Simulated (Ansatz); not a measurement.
**Rb, a known structure type with other elements, at an estimated volume**

```yaml
crystal:
  lattice:
    - [-2.80640, 2.80640, 2.80640]
    - [2.80640, -2.80640, 2.80640]
    - [2.80640, 2.80640, -2.80640]
  atoms:
    - { symbol: Rb, position: [0.00000, 0.00000, 0.00000] }
```

Method: r2SCAN, no spin polarisation; PAW, plane waves to 500 eV, 9×9×9 Γ-centred mesh, fermi-dirac occupations (width 0.1 eV) (Ansatz 0.2.0), atoms fixed.

(1) Describe some of the short contacts.

(2) What does the stress say?

(3) Is there a gap?

Origin: a known structure type with other elements, at an estimated volume, so it need not be a known compound.

Results:

(1) Rb–Rb at 4.86 Å: least valence density 0.01 e/Å³ and ELF 0.15 there, so no covalent bond. These are pseudo-fields; inside the PAW spheres they differ from the all-electron ones.

(2) The pressure is 0.2 GPa (compression positive), so with the atoms held at these fractions the cell is close to zero pressure.

(3) It is a metal, with about 0.87 states/eV a cell as the mean within 0.25 eV of the Fermi level, mostly Rb s (86 %).
